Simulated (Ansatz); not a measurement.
## Nudged elastic band run: HW$_{12}$C$_{12}$

Input:

```yaml
crystal:
  lattice:
    - [5.76414, 0.0, 0.0]
    - [-2.88207, 4.991892, 0.0]
    - [0.0, 0.0, 19.059675]
  atoms:
    - { symbol: W, position: [0.0, 0.0, 0.0524668] }
    - { symbol: C, position: [0.3333333, 0.1666667, 0.1265465] }
    - { symbol: W, position: [-2.436e-05, -4.066e-05, 0.20221597] }
    - { symbol: C, position: [0.33348469, 0.1664983, 0.2744459] }
    - { symbol: W, position: [0.00033773, 0.00065834, 0.35473109] }
    - { symbol: C, position: [0.3317275, 0.16800692, 0.41363154] }
    - { symbol: W, position: [0.0, 0.5, 0.0524668] }
    - { symbol: C, position: [0.3333333, 0.6666667, 0.1265465] }
    - { symbol: W, position: [-1.227e-05, 0.50000499, 0.20222094] }
    - { symbol: C, position: [0.33348717, 0.66692247, 0.27444887] }
    - { symbol: W, position: [0.00033011, 0.49938928, 0.35473387] }
    - { symbol: C, position: [0.33176465, 0.66359809, 0.41364736] }
    - { symbol: W, position: [0.5, 0.0, 0.0524668] }
    - { symbol: C, position: [0.8333333, 0.1666667, 0.1265465] }
    - { symbol: W, position: [0.49999136, 4.11e-06, 0.20198501] }
    - { symbol: C, position: [0.83305575, 0.16648153, 0.2744347] }
    - { symbol: W, position: [0.499907, -0.00016822, 0.3548967] }
    - { symbol: C, position: [0.83620027, 0.16792413, 0.413641] }
    - { symbol: W, position: [0.5, 0.5, 0.0524668] }
    - { symbol: C, position: [0.8333333, 0.6666667, 0.1265465] }
    - { symbol: W, position: [0.5000358, 0.50002039, 0.20222285] }
    - { symbol: C, position: [0.83331549, 0.66662662, 0.27539993] }
    - { symbol: W, position: [0.49912462, 0.49943714, 0.35474986] }
    - { symbol: C, position: [0.83321158, 0.66640573, 0.41984967] }
    - { symbol: H, position: [-0.16666749, -0.33329945, 0.47710499] }
basis:
  ecutwfc: 420.0
kpoints:
  mp_grid: { grid: [3, 3, 1] }
hamiltonian:
  xc: pbe
  pseudopotentials: { kind: paw, azcp: { folder: soft_1 } }
scf:
  occupations: { method: fermi_dirac, width: 0.15 }
  lower_state_search: "off"
  max_iter: 58
neb:
  images: 2
  f_tol: 0.05
  max_iterations: 47
  order_check: false
  climbing: false
  constraints: [{ sites: [0, 1, 6, 7, 12, 13, 18, 19] }]
  final_atoms:
    - { symbol: W, position: [0.0, 0.0, 0.0524668] }
    - { symbol: C, position: [0.3333333, 0.1666667, 0.1265465] }
    - { symbol: W, position: [-1.229e-05, 4.96e-06, 0.20222094] }
    - { symbol: C, position: [0.33348715, 0.16692244, 0.27444887] }
    - { symbol: W, position: [0.00033009, -0.00061075, 0.35473387] }
    - { symbol: C, position: [0.33176463, 0.16359806, 0.41364736] }
    - { symbol: W, position: [0.0, 0.5, 0.0524668] }
    - { symbol: C, position: [0.3333333, 0.6666667, 0.1265465] }
    - { symbol: W, position: [-2.438e-05, 0.49995931, 0.20221597] }
    - { symbol: C, position: [0.33348467, 0.66649827, 0.2744459] }
    - { symbol: W, position: [0.00033771, 0.50065831, 0.35473109] }
    - { symbol: C, position: [0.33172748, 0.66800689, 0.41363154] }
    - { symbol: W, position: [0.5, 0.0, 0.0524668] }
    - { symbol: C, position: [0.8333333, 0.1666667, 0.1265465] }
    - { symbol: W, position: [0.50003578, 2.036e-05, 0.20222285] }
    - { symbol: C, position: [0.83331547, 0.16662659, 0.27539993] }
    - { symbol: W, position: [0.4991246, -0.00056289, 0.35474986] }
    - { symbol: C, position: [0.83321156, 0.1664057, 0.41984967] }
    - { symbol: W, position: [0.5, 0.5, 0.0524668] }
    - { symbol: C, position: [0.8333333, 0.6666667, 0.1265465] }
    - { symbol: W, position: [0.49999134, 0.50000408, 0.20198501] }
    - { symbol: C, position: [0.83305573, 0.6664815, 0.2744347] }
    - { symbol: W, position: [0.49990698, 0.49983175, 0.3548967] }
    - { symbol: C, position: [0.83620025, 0.6679241, 0.413641] }
    - { symbol: H, position: [-0.16666751, 0.16670052, 0.47710499] }
```

Run as:

```bash
$ ansatz run input.yaml --threads 4 --pin off --max-ram 10240MiB --backend cpu --events-out ev --progress --plain --runs-dir out
```

Output, in part (warnings, iteration lines):

```
NEB end point (image 0): max|allowed force component| = 1.010e-2 eV/Å (the criterion of neb.relax_end_points is 1.000e-2)
NEB end point (image 3): max|allowed force component| = 1.010e-2 eV/Å (the criterion of neb.relax_end_points is 1.000e-2)
NEB iter   1: max|band force component| = 2.798e0 eV/Å  barrier→ = 1.7356 eV  barrier← = 1.7356 eV  Δτ_max = 0.2000 Å  (50 SCF iters)
NEB iter   2: max|band force component| = 1.359e0 eV/Å  barrier→ = 0.9037 eV  barrier← = 0.9037 eV  Δτ_max = 0.2000 Å  (18 SCF iters)
NEB iter   3: max|band force component| = 2.341e0 eV/Å  barrier→ = 0.9139 eV  barrier← = 0.9139 eV  Δτ_max = 0.0975 Å  (18 SCF iters)
NEB iter   4: max|band force component| = 3.774e-1 eV/Å  barrier→ = 0.7834 eV  barrier← = 0.7834 eV  Δτ_max = 0.0212 Å  (18 SCF iters)
NEB iter   5: max|band force component| = 1.040e-1 eV/Å  barrier→ = 0.7749 eV  barrier← = 0.7749 eV  Δτ_max = 0.0107 Å  (16 SCF iters)
NEB iter   6: max|band force component| = 2.614e-2 eV/Å  barrier→ = 0.7717 eV  barrier← = 0.7717 eV  Δτ_max = 0.0000 Å  (12 SCF iters)
```

It converged. No image climbed, so the highest image needn't sit at the top of the path. A band with more images between the same ends climbed to 1.59 eV, so this one has probably stepped over the top. Limits of this set-up: coarse k mesh, thin slab, slab without dipole correction, odd electron count without spin.

Final band (atoms are numbered from 1 in the order of the input):

```csv
image,path coordinate (Å),energy (eV),C24–H25 (Å),C18–H25 (Å)
0,0.00,0.00,1.09,3.12
1,1.02,0.77,1.15,2.16
2,2.05,0.77,2.16,1.15
3,3.07,0.00,3.12,1.09
```

Time of the run: 3.5 min on 4 threads of Arm Neoverse V2, with other jobs on the host, peak memory 1.8 GiB.
